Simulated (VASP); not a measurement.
# C2O2H4 in VASP: a series of runs

Aim: see how the results for C2O2H4 move with the level of theory and the settings. Levels: PBE, PBE+TS. Tasks: single point, relaxation of the atoms, atomic charges, electron localisation function.

All numbers are computed with VASP 6.6.1; they aren't measurements. Logs are shortened: lines on timing, memory, paths and dates and some standing lists are left out, and cuts for length are marked.

## Step 1: The structure

The cell holds a molecule in a box, 8 atoms: a = 13.000 Å, b = 12.000 Å, c = 12.000 Å, α = 90.00°, β = 90.00°, γ = 90.00°.

## Step 2: Single point, PBE (atoms moved at random, drawn with an rms of 0.05 Å)

INCAR

```
SYSTEM = H2CO
PREC = Accurate
ENCUT = 520
EDIFF = 1E-6
ISMEAR = 0
SIGMA = 0.01
LREAL = .FALSE.
LASPH = .TRUE.
NELM = 60
ALGO = Fast
ISIF = 2
LWAVE = .FALSE.
LCHARG = .FALSE.
GGA = PE
```

KPOINTS

```
Automatic mesh
0
G
  1 1 1
  0 0 0
```

POSCAR

```
H2CO
1.0
   13.0000000000      0.0000000000      0.0000000000
    0.0000000000     12.0000000000      0.0000000000
    0.0000000000      0.0000000000     12.0000000000
C O H
2 2 4
Direct
    0.4260870000      0.5416990000      0.4614900000
    0.5105140000      0.5251720000      0.5270200000
    0.5885130000      0.5946320000      0.5316180000
    0.5225940000      0.4307120000      0.5872140000
    0.4208110000      0.6174660000      0.4162620000
    0.3619410000      0.4856810000      0.4658910000
    0.6394550000      0.5630720000      0.5759390000
    0.4668430000      0.3833820000      0.5861270000
```

Potentials or basis: VASP PAW PBE potentials, release 64 (C, O, H).

The run is started by

```
cat potpaw_PBE.64/C/POTCAR potpaw_PBE.64/O/POTCAR potpaw_PBE.64/H/POTCAR > POTCAR
mpirun -np 1 vasp_gam > vasp.out
```

OUTCAR:

```text
SYSTEM = H2CO
   PREC = Accurate
   ENCUT = 520
   EDIFF = 1E-6
   ISMEAR = 0
   LREAL = .FALSE.
   LASPH = .TRUE.
   NELM = 60
   ISIF = 2
   GGA = PE

 ion  position               nearest neighbor table
   1  0.426  0.542  0.461-   5 1.06   6 1.07   2 1.36
   2  0.511  0.525  0.527-   3 1.31   4 1.35   1 1.36
   3  0.589  0.595  0.532-   7 0.93   2 1.31
   4  0.523  0.431  0.587-   8 0.92   2 1.35
   5  0.421  0.617  0.416-   1 1.06
   6  0.362  0.486  0.466-   1 1.07
   7  0.639  0.563  0.576-   3 0.93
   8  0.467  0.383  0.586-   4 0.92

  LATTYP: Found a simple tetragonal cell.
 ALAT       =    12.0000000000
 C/A-ratio  =     1.0833333333

  Lattice vectors:

 A1 = (   0.0000000000,  12.0000000000,   0.0000000000)
 A2 = (   0.0000000000,   0.0000000000,  12.0000000000)
 A3 = (  13.0000000000,   0.0000000000,   0.0000000000)

Analysis of symmetry for initial positions (statically):
=====================================================================
 Subroutine PRICEL returns:
 Original cell was already a primitive cell.

 Routine SETGRP: Setting up the symmetry group for a
 simple tetragonal supercell.

 Subroutine GETGRP returns: Found  1 space group operations
 (whereof  1 operations were pure point group operations)
 out of a pool of 16 trial point group operations.

The static configuration has the point symmetry C_1 .

Analysis of symmetry for dynamics (positions and initial velocities):
=====================================================================
 Subroutine PRICEL returns:
 Original cell was already a primitive cell.

 Routine SETGRP: Setting up the symmetry group for a
 simple tetragonal supercell.

 Subroutine GETGRP returns: Found  1 space group operations
 (whereof  1 operations were pure point group operations)
 out of a pool of 16 trial point group operations.

The dynamic configuration has the point symmetry C_1 .

 Subroutine INISYM returns: Found  1 space group operations
 (whereof  1 operations are pure point group operations),
 and found     1 'primitive' translations

----------------------------------------------------------------------------------------

                                     Primitive cell

  volume of cell :    1872.0000

  direct lattice vectors                    reciprocal lattice vectors
    13.000000000  0.000000000  0.000000000     0.076923077  0.000000000  0.000000000
     0.000000000 12.000000000  0.000000000     0.000000000  0.083333333  0.000000000
     0.000000000  0.000000000 12.000000000     0.000000000  0.000000000  0.083333333

  length of vectors
    13.000000000 12.000000000 12.000000000     0.076923077  0.083333333  0.083333333

  position of ions in fractional coordinates (direct lattice)
     0.426087000  0.541699000  0.461490000
     0.510514000  0.525172000  0.527020000
     0.588513000  0.594632000  0.531618000
     0.522594000  0.430712000  0.587214000
     0.420811000  0.617466000  0.416262000
     0.361941000  0.485681000  0.465891000
     0.639455000  0.563072000  0.575939000
     0.466843000  0.383382000  0.586127000

  ion indices of the primitive-cell ions
   primitive index   ion index
                 1           1
                 2           2
                 3           3
                 4           4
                 5           5
                 6           6
                 7           7
                 8           8

----------------------------------------------------------------------------------------

 KPOINTS: Automatic mesh

Automatic generation of k-mesh.
 Grid dimensions read from file:
 generate k-points for:    1    1    1

 Generating k-lattice:

  Cartesian coordinates                     Fractional coordinates (reciprocal lattice)
     0.076923077  0.000000000  0.000000000     1.000000000  0.000000000  0.000000000
     0.000000000  0.083333333  0.000000000     0.000000000  1.000000000  0.000000000
     0.000000000  0.000000000  0.083333333     0.000000000  0.000000000  1.000000000

  Length of vectors
     0.076923077  0.083333333  0.083333333

  Shift w.r.t. Gamma in fractional coordinates (k-lattice)
     0.000000000  0.000000000  0.000000000

 Subroutine IBZKPT returns following result:
 ===========================================

 Found      1 irreducible k-points:

 Following reciprocal coordinates:
            Coordinates               Weight
  0.000000  0.000000  0.000000      1.000000
   k-points           NKPTS =      1   k-points in BZ     NKDIM =      1   number of bands    NBANDS=     17
   number of dos      NEDOS =    301   number of ions     NIONS =      8
   total plane-waves  NPLWV = 793800
   dimension x,y,z NGX =    98 NGY =   90 NGZ =   90
   dimension x,y,z NGXF=   196 NGYF=  180 NGZF=  180
   ions per type =               2   2   4
   NGX,Y,Z   is equivalent  to a cutoff of  12.53, 12.47, 12.47 a.u.
   NGXF,Y,Z  is equivalent  to a cutoff of  25.06, 24.94, 24.94 a.u.
 SYSTEM =  H2CO
   PREC   = accura    normal or accurate (medium, high low for compatibility)
   ISTART =      0    job   : 0-new  1-cont  2-samecut
   ICHARG =      2    charge: 1-file 2-atom 10-const
   ISPIN  =      1    spin polarized calculation?
   LNONCOLLINEAR =      F non collinear calculations
   LSORBIT =      F    spin-orbit coupling
   LASPH  =      T    aspherical Exc in radial PAW
   ENCUT  =  520.0 eV  38.22 Ry    6.18 a.u.  24.17 22.31 22.31*2*pi/ulx,y,z
   NELM   =     60;   NELMIN=  2; NELMDL= -5     # of ELM steps
   EDIFF  = 0.1E-05   stopping-criterion for ELM
   LREAL  =      F    real-space projection
   EDIFFG = 0.1E-04   stopping-criterion for IOM
   NSW    =      0    number of steps for IOM
   IBRION =     -1    ionic relax: 0-MD 1-quasi-New 2-CG
   NFREE  =      0    steps in history (QN), initial steepest desc. (CG)
   ISIF   =      2    stress and relaxation
   ISYM   =      2    0-nonsym 1-usesym 2-fastsym
   POTIM  = 0.5000    time-step for ionic-motion
   TEBEG  =    0.0;   TEEND  =   0.0 temperature during run
   PSTRESS=    0.0 pullay stress
   NELECT =      24.0000    total number of electrons
   NUPDOWN=      -1.0000    fix difference up-down
   EMIN   =  10.00;   EMAX   =-10.00  energy-range for DOS
   EFERMI =   0.00;   METHOD = LEGACY
   ISMEAR =     0;   SIGMA  =   0.01  broadening in eV -4-tet -1-fermi 0-gaus
   EFERMI_NEDOS =   21; number of points for ismear=-14 and -15
   IALGO  =     68    algorithm
   IMIX   =      4    mixing-type and parameters
     AMIX     =   0.40;   BMIX     =  1.00
     AMIX_MAG =   1.60;   BMIX_MAG =  1.00
  volume/ion in A,a.u.               =     234.00      1579.11
  Fermi-wavevector in a.u.,A,eV,Ry     =   0.383157  0.724062  1.997460  0.146809
  Thomas-Fermi vector in A             =   1.319904
   LORBIT       =      0    0 simple, 1 ext, 2 COOP (PROOUT), +10 PAW based schemes
   GGA     = PE    functional components
   LHFCALC =     F    Hartree Fock is set to
   AEXX    =    0.0000 exact exchange contribution
   IVDW    =     0    specifies the selected vdW correction
   LEPSILON=     F    determine dielectric tensor
   LRPA    =     F    only Hartree local field effects (RPA)
 non-spin polarized calculation
 RMM-DIIS sequential band-by-band and
 Gauss-broadening in eV      SIGMA  =   0.01
  energy-cutoff  :      520.00
  volume of cell :     1872.00
 maximum number of plane-waves:     25235
 NGX is ok and might be reduce to    98
   NGX = 49   NGY = 45   NGZ = 45

 number of electron      24.0000007 magnetization

 Free energy of the ion-electron system (eV)
  ---------------------------------------------------
  ext. energy  EPLUGINS =         0.00000000
  ---------------------------------------------------
  free energy    TOTEN  =       -45.34221030 eV

  energy without entropy =      -45.34221030  energy(sigma->0) =      -45.34221030

 E-fermi :  -4.7599     XC(G=0):  -0.6542

 val. band max:       -4.8077794844   @ k =   0.0000   0.0000   0.0000
 cond. band min:      -0.7249941357   @ k =   0.0000   0.0000   0.0000
 fundamental gap:      4.0827853487
 Fermi energy:        -4.7599322014

 k-point     1 :       0.0000    0.0000    0.0000
  band No.  band energies     occupation
      1     -28.2657      2.00000
      2     -26.4168      2.00000
      3     -18.3063      2.00000
      4     -15.7580      2.00000
      5     -14.7471      2.00000
      6     -11.5904      2.00000
[... 9 lines left out ...]
     16       0.3620      0.00000
     17       0.7597      0.00000

------------------------ aborting loop because EDIFF is reached ----------------------------------------

  FORCE on cell =-STRESS in cart. coord.  units (eV):
  Direction    XX          YY          ZZ          XY          YZ          ZX
  --------------------------------------------------------------------------------------
  -------------------------------------------------------------------------------------
  Total        4.2536737      2.7061313      1.1682625      1.0241136     -1.1894550      1.4376694
  in kB        3.6405660      2.3160803      0.9998737      0.8765019     -1.0180116      1.2304495
  external PRESSURE =       2.3188400 kB  Pullay stress =       0.0000000 kB

 VOLUME and BASIS-vectors are now :
 -----------------------------------------------------------------------------
  energy-cutoff  :      520.00
  volume of cell :     1872.00
      direct lattice vectors                 reciprocal lattice vectors
    13.000000000  0.000000000  0.000000000     0.076923077  0.000000000  0.000000000
     0.000000000 12.000000000  0.000000000     0.000000000  0.083333333  0.000000000
     0.000000000  0.000000000 12.000000000     0.000000000  0.000000000  0.083333333

 POSITION                                       TOTAL-FORCE (eV/Angst)
 -----------------------------------------------------------------------------------
      5.53913      6.50039      5.53788         1.221018     -0.017087      1.090066
      6.63668      6.30206      6.32424        -3.249125     -1.003448     -1.721408
      7.65067      7.13558      6.37942        -0.399569      1.610030     -0.980608
      6.79372      5.16854      7.04657         3.446339      1.456290      1.081257
      5.47054      7.40959      4.99514        -0.198164      0.728502     -0.546911
      4.70523      5.82817      5.59069        -0.338582     -0.333974     -0.085536
      8.31291      6.75686      6.91127         1.974630     -0.907472      1.476331
      6.06896      4.60058      7.03352        -2.456548     -1.532842     -0.313190
 -----------------------------------------------------------------------------------
    total drift:                                0.000851      0.000094     -0.002041

  FREE ENERGIE OF THE ION-ELECTRON SYSTEM (eV)
  ---------------------------------------------------
  free  energy   TOTEN  =       -45.3422103037 eV

  energy  without entropy=      -45.3422103037  energy(sigma->0) =      -45.34221030
```

Run time: 2.2 min. Hardware: 1 thread of Intel Xeon 6975P-C (Granite Rapids), shared host; peak memory 1.4 GiB.

Results:

```yaml
Free_energy: -45.3422 eV
Largest_force: 3.895 eV/Å
Gap_between_the_frontier_levels: 4.08 eV
```

Forces in eV/Å, atoms in the order of the input:
```
C    1.221 -0.017  1.090
C   -3.249 -1.003 -1.721
O   -0.400  1.610 -0.981
O    3.446  1.456  1.081
H   -0.198  0.729 -0.547
H   -0.339 -0.334 -0.086
H    1.975 -0.907  1.476
H   -2.457 -1.533 -0.313
```

Levels at points of the mesh, in eV from the valence-band top:
```
           k point  band 10  band 11  band 12  band 13  band 14  band 15
(0.00, 0.00, 0.00)    -3.97    -3.32     0.00     4.08     4.88     4.93
```

[end of part 1 of 2]
